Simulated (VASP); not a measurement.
Te2Mo:

```
CELL_PARAMETERS angstrom
6.33000 0.00000 0.00000
0.00000 3.46900 0.00000
-0.94679 0.00000 13.82762
ATOMIC_POSITIONS crystal
Te 0.55680 0.75000 0.35160
Te 0.44320 0.25000 0.64840
Te 0.58880 0.25000 0.10450
Te 0.41120 0.75000 0.89550
Te 0.09700 0.75000 0.14860
Te 0.90300 0.25000 0.85140
Te 0.05630 0.25000 0.39550
Te 0.94370 0.75000 0.60450
Mo 0.31810 0.75000 0.50660
Mo 0.68190 0.25000 0.49340
Mo 0.18330 0.25000 0.00740
Mo 0.81670 0.75000 0.99260
```

- Program: VASP 6.6.1
- Task: relaxation of cell and atoms
- Functional: PBEsol
- Potentials or basis: VASP PAW PBE potentials, release 64 (Te, Mo_sv)
- Cutoff: 600 eV
- k mesh: 4 × 8 × 2
- Occupations: gaussian, width 0.03 eV
- Spin: no spin polarisation

At the start: pressure -1.5 GPa; volume 25.30 Å³/atom.

Question: Where does the relaxation end?

Answer: Over 36 steps the energy falls by 2.8 meV/atom and the volume is 24.70 Å³/atom (-2.4 %); space group P2_1/m (No. 11, to 0.05 Å).

Step by step:
| step | energy change (eV) | largest force (eV/Å) | pressure (GPa) | volume (Å³) |
| --- | --- | --- | --- | --- |
| 1 | 0.0000 | 0.2002 | -1.46 | 303.64 |
| 2 | 0.0377 | 0.5674 | 2.60 | 293.64 |
| 3 | -0.0197 | 0.1160 | 0.02 | 299.90 |
| 4 | -0.0237 | 0.0755 | -0.01 | 299.68 |
| 5 | -0.0258 | 0.1583 | -0.05 | 299.18 |
| 6 | -0.0263 | 0.1081 | -0.04 | 299.33 |
| 7 | -0.0280 | 0.0291 | 0.02 | 298.85 |
| 8 | -0.0280 | 0.0291 | 0.02 | 298.85 |
| 9 | -0.0285 | 0.0248 | -0.07 | 298.91 |
| 10 | -0.0285 | 0.0268 | -0.10 | 298.94 |
| 11 | -0.0288 | 0.0355 | 0.00 | 298.54 |
| 12 | -0.0288 | 0.0438 | 0.04 | 298.37 |
| 13 | -0.0292 | 0.0347 | 0.02 | 298.26 |
| 14 | -0.0297 | 0.0536 | -0.06 | 298.00 |
| 15 | -0.0299 | 0.0488 | -0.06 | 297.85 |
| 16 | -0.0306 | 0.0445 | -0.05 | 297.38 |
| 17 | -0.0313 | 0.0689 | 0.00 | 296.43 |
| 18 | -0.0320 | 0.0356 | -0.01 | 296.15 |
| 19 | -0.0320 | 0.0892 | -0.02 | 295.55 |
| 20 | -0.0323 | 0.0419 | 0.00 | 295.86 |
| 21 | -0.0325 | 0.0263 | 0.02 | 295.79 |
| 22 | -0.0327 | 0.0213 | 0.06 | 295.65 |
| 23 | -0.0328 | 0.0205 | -0.04 | 295.91 |
| 24 | -0.0328 | 0.0197 | -0.05 | 295.87 |
| 25 | -0.0328 | 0.0191 | -0.04 | 295.84 |
| 26 | -0.0329 | 0.0113 | 0.03 | 295.76 |
| 27 | -0.0329 | 0.0123 | 0.03 | 295.75 |
| 28 | -0.0330 | 0.0152 | 0.02 | 295.86 |
| 29 | -0.0330 | 0.0193 | -0.01 | 296.02 |
| 30 | -0.0331 | 0.0139 | -0.01 | 296.09 |
| 31 | -0.0332 | 0.0184 | 0.00 | 296.20 |
| 32 | -0.0333 | 0.0122 | -0.02 | 296.28 |
| 33 | -0.0333 | 0.0184 | -0.04 | 296.42 |
| 34 | -0.0334 | 0.0138 | -0.01 | 296.38 |
| 35 | -0.0334 | 0.0108 | 0.03 | 296.33 |
| 36 | -0.0335 | 0.0087 | 0.02 | 296.40 |

Final structure:
```xyz
12
Lattice="6.3321 0.0000 0.0435 0.0000 3.4562 0.0000 -0.8539 0.0000 13.5376" Properties=species:S:1:pos:R:3 pbc="T T T"
Te    3.2503    2.5922    4.7474
Te    2.2279    0.8641    8.8337
Te    3.6115    0.8641    1.4333
Te    1.8667    2.5922   12.1478
Te    0.4571    2.5922    2.0527
Te    5.0211    0.8641   11.5284
Te    0.0277    0.8641    5.3601
Te    5.4506    2.5922    8.2210
Mo    1.5925    2.5922    6.8711
Mo    3.8857    0.8641    6.7100
Mo    1.1469    0.8641    0.1058
Mo    4.3313    2.5922   13.4753
```

Caveat: the PAW data sets were made with another functional, which shifts forces and pressure a little.
